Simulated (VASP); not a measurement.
# SiC3 (R3m) in VASP: further runs, part 2 of 2

VASP 6.6.1. Earlier steps stand in the parts before.

### 4 Single point, PBE (biaxial_xy strain +3.0%)

INCAR reads:

```
PREC = Accurate
ENCUT = 520
EDIFF = 1E-6
ISMEAR = -1
SIGMA = 0.02
LREAL = F
LASPH = T
NELM = 100
ALGO = Normal
ISIF = 2
LWAVE = F
LCHARG = F
GGA = PE
NBANDS = 16
```

KPOINTS reads:

```
regular mesh
0
Gamma
  10 10 10
```

POSCAR reads:

```
SiC3
1.0
    1.4584631515      0.8420440931      4.6700734304
   -1.4584631515      0.8420440931      4.6700734304
    0.0000000000     -1.6840881863      4.6700734304
C Si
3 1
Direct
    1.0077690400      0.0077690400      0.0077690400
    0.4898598165      0.4898598165      0.4898598165
    0.3795624530      0.3795624530      0.3795624530
    0.8728086904      0.8728086904      0.8728086904
```

Potentials or basis: VASP PAW PBE potentials, release 64 (C, Si).

Started as:

```sh
> cat potpaw_PBE.64/C/POTCAR potpaw_PBE.64/Si/POTCAR > POTCAR
> mpirun -np 1 vasp_std > vasp.out
```

OUTCAR:

```text
PREC = Accurate
   ENCUT = 520
   EDIFF = 1E-6
   ISMEAR = -1
   LREAL = F
   LASPH = T
   NELM = 100
   ISIF = 2
   GGA = PE

 ion  position               nearest neighbor table
   1  0.008  0.008  0.008-   3 1.77   3 1.77   3 1.77   4 1.89
   2  0.490  0.490  0.490-   3 1.55   4 1.82   4 1.82   4 1.82
   3  0.380  0.380  0.380-   2 1.55   1 1.77   1 1.77   1 1.77
   4  0.873  0.873  0.873-   2 1.82   2 1.82   2 1.82   1 1.89

  LATTYP: Found a trigonal (rhomboedric) cell.
 ALAT       =     4.9644474883
 COS(alpha) =     0.8273847844

  Lattice vectors:

 A1 = (   1.4584631515,   0.8420440931,   4.6700734304)
 A2 = (  -1.4584631515,   0.8420440931,   4.6700734304)
 A3 = (   0.0000000000,  -1.6840881863,   4.6700734304)

Analysis of symmetry for initial positions (statically):
=====================================================================
 Subroutine PRICEL returns:
 Original cell was already a primitive cell.

 Routine SETGRP: Setting up the symmetry group for a
 trigonal (rhombohedral) supercell.

[... 174 lines left out ...]
 cond. band min:      10.0570438263   @ k =  -0.4000  -0.4000   0.2000
 fundamental gap:      1.8047493645
 Fermi energy:         8.6774190031

 k-point     1 :       0.0000    0.0000    0.0000
  band No.  band energies     occupation
      1      -9.4852      2.00000
      2      -4.7571      2.00000
      3      -2.4428      2.00000
      4       5.5321      2.00000
      5       5.5321      2.00000
      6       7.4710      2.00000
[... 433 lines left out ...]
      3      -1.1133      2.00000
      4       0.7896      2.00000
      5       2.6267      2.00000
      6       3.2079      2.00000
[... 8 lines left out ...]
     15      19.9441      0.00000
     16      20.6932      0.00000

 [... further k-points ...]

------------------------ aborting loop because EDIFF is reached ----------------------------------------

  FORCE on cell =-STRESS in cart. coord.  units (eV):
  Direction    XX          YY          ZZ          XY          YZ          ZX
  --------------------------------------------------------------------------------------
  -------------------------------------------------------------------------------------
  Total       -3.2639852     -3.2639852     -0.0844004      0.0000000      0.0000000      0.0000000
  in kB     -151.9684762   -151.9684762     -3.9296141      0.0000000      0.0000000      0.0000000
  external PRESSURE =    -102.6221888 kB  Pullay stress =       0.0000000 kB

 VOLUME and BASIS-vectors are now :
 -----------------------------------------------------------------------------
  energy-cutoff  :      520.00
  volume of cell :       34.41
      direct lattice vectors                 reciprocal lattice vectors
     1.458463151  0.842044093  4.670073430     0.342826625  0.197931044  0.071376465
    -1.458463151  0.842044093  4.670073430    -0.342826625  0.197931044  0.071376465
     0.000000000 -1.684088186  4.670073430     0.000000000 -0.395862089  0.071376465

 POSITION                                       TOTAL-FORCE (eV/Angst)
 -----------------------------------------------------------------------------------
      0.00000     -0.00000      0.10885         0.000000     -0.000000      0.217529
      0.00000     -0.00000      6.86304         0.000000      0.000000     -0.247954
      0.00000     -0.00000      5.31775         0.000000      0.000000     -0.136223
      0.00000     -0.00000     12.22824         0.000000     -0.000000      0.166649
 -----------------------------------------------------------------------------------
    total drift:                               -0.000000      0.000000      0.000245

  FREE ENERGIE OF THE ION-ELECTRON SYSTEM (eV)
  ---------------------------------------------------
  free  energy   TOTEN  =       -30.9480983765 eV

  energy  without entropy=      -30.9480983765  energy(sigma->0) =      -30.94809838
```

stdout:

```text
POSCAR found type information on POSCAR C Si
 POSCAR found :  2 types and       4 ions
 scaLAPACK will be used
 LDA part: xc-table for (Slater+PW92), standard interpolation
 POSCAR, INCAR and KPOINTS ok, starting setup
 FFT: planning ... GRIDC
 FFT: planning ... GRID_SOFT
 FFT: planning ... GRID
 WAVECAR not read
 entering main loop
```

Run time: 1.9 min. Hardware: 1 thread of Intel Xeon Platinum 8488C (Sapphire Rapids), shared host; peak memory 0.25 GiB.

What came out:

- Free energy: -30.9481 eV
- Pressure: -10.3 GPa
- Largest force: 0.248 eV/Å
- Band gap on the k mesh: 1.80 eV, indirect (least direct gap 3.02 eV)

Forces in eV/Å, atoms in the order of the input:
```
C    0.000  0.000  0.218
C    0.000  0.000 -0.248
C    0.000  0.000 -0.136
Si   0.000  0.000  0.167
```

Levels at points of the mesh, in eV from the valence-band top:
| k point | band 4 | band 5 | band 6 | band 7 | band 8 | band 9 | band 10 | band 11 | band 12 | band 13 |
| --- | --- | --- | --- | --- | --- | --- | --- | --- | --- | --- |
| (0.00, 0.00, 0.00) | -2.72 | -2.72 | -0.78 | 0.00 | 0.00 | 3.02 | 4.49 | 4.49 | 5.39 | 7.69 |
| (0.50, 0.00, 0.00) | -7.62 | -6.18 | -4.74 | -4.57 | -2.39 | 3.08 | 4.14 | 6.63 | 8.47 | 8.91 |
| (0.50, 0.50, 0.00) | -9.31 | -4.97 | -4.85 | -2.04 | -1.47 | 1.83 | 2.65 | 6.01 | 6.15 | 7.14 |
| (0.50, 0.50, 0.50) | -4.46 | -2.61 | -2.61 | -0.43 | -0.43 | 3.16 | 5.14 | 5.14 | 5.33 | 8.71 |

A k mesh can miss the band edges.

### 5 Summary

```tsv
level	cell	smearing	gap on the mesh (eV)	pressure (GPa)	largest force (eV/Å)
r2SCAN	epitaxial_xy strain -1.2%	gaussian 0.01 eV	1.72	5.7	0.08
PBE	epitaxial_xy strain -1.2%	fermi-dirac 0.02 eV	1.40	9.0	0.33
PBE	biaxial_xy strain +3.0%	fermi-dirac 0.02 eV	1.80	-10.3	0.25
```

Alike in all rows: task single point; potentials or basis VASP PAW PBE potentials, release 64 (C, Si); no spin polarisation; k mesh 10 × 10 × 10; cutoff (eV) 520.

Caveats: the PAW data sets were made with another functional, which shifts forces and pressure a little (some runs).

Absolute energies hang on the potentials; compare differences alone.
